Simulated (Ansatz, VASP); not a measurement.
## As: VASP beside Ansatz

```
As
1.0
     2.61789    0.00000    0.00000
     0.00000    2.61789    0.00000
     0.00000    0.00000    2.61789
As
1
Direct
  0.50000 0.50000 0.50000
```

Alike in both runs: task single point; functional PBE; k mesh 16 × 16 × 16; occupations gaussian, width 0.1 eV; no spin polarisation.

|  | VASP | Ansatz |
| --- | --- | --- |
| version | VASP 6.6.1 | Ansatz 0.2.0 |
| potentials or method | VASP PAW PBE potentials, release 64 (As) | scalar-relativistic, plane waves, PAW |
| plane-wave cutoff (eV) | 520 | 420 |
| valence electrons in the cell | 5 | 15 |

|  | VASP | Ansatz | Ansatz less VASP |
| --- | --- | --- | --- |
| gap on the k mesh at the Fermi level (eV) | none | none | - |
| pressure (GPa) | 13.4 | 13.0 | -0.41 |

A gap of «none» marks a metal or a gap that the smearing closes. The two sets of potentials don't hold the same shells in valence.
